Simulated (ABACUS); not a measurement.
Ti:

```
Ti
1.0
     2.84230    0.00000    0.00000
    -0.94743    2.67974    0.00000
    -0.94743   -1.33987    2.32072
Ti
1
Direct
  0.00000 0.00000 0.00000
```

This isn't the form of Ti at room conditions, which is hcp.

- Program: ABACUS 3.10.1
- Task: relaxation of cell and atoms
- Functional: r2SCAN
- Potentials or basis: SG15 ONCV 1.2 PBE
- Cutoff: 1320 eV
- Density cutoff: 5279 eV
- Basis: plane waves
- k mesh: 7 × 7 × 7
- Occupations: fermi-dirac, width 0.05 eV
- Spin: no spin polarisation

At the start: pressure -2.7 GPa; volume 17.68 Å³/atom.

**Question.** How do energy, volume and symmetry change on relaxing?

**Answer.** Over 3 steps the energy falls by 3.5 meV/atom and the volume is 17.27 Å³/atom (-2.3 %); space group Im-3m (No. 229, to 0.05 Å).

Step by step:
```csv
step,energy change (eV),largest force (eV/Å),pressure (GPa),volume (Å³)
1,0.0000,0.0000,-2.70,17.68
2,-0.0002,0.0000,2.82,16.90
3,-0.0035,0.0000,0.02,17.27
```

Final structure:
```
CELL_PARAMETERS angstrom
2.82057 0.00000 0.00000
-0.94019 2.65926 0.00000
-0.94019 -1.32963 2.30299
ATOMIC_POSITIONS crystal
Ti 0.00000 0.00000 0.00000
```

Caveat: the k mesh is coarse (spacing up to 0.39 Å⁻¹), so the values aren't converged; the potentials were made for another functional, which shifts forces and pressure.
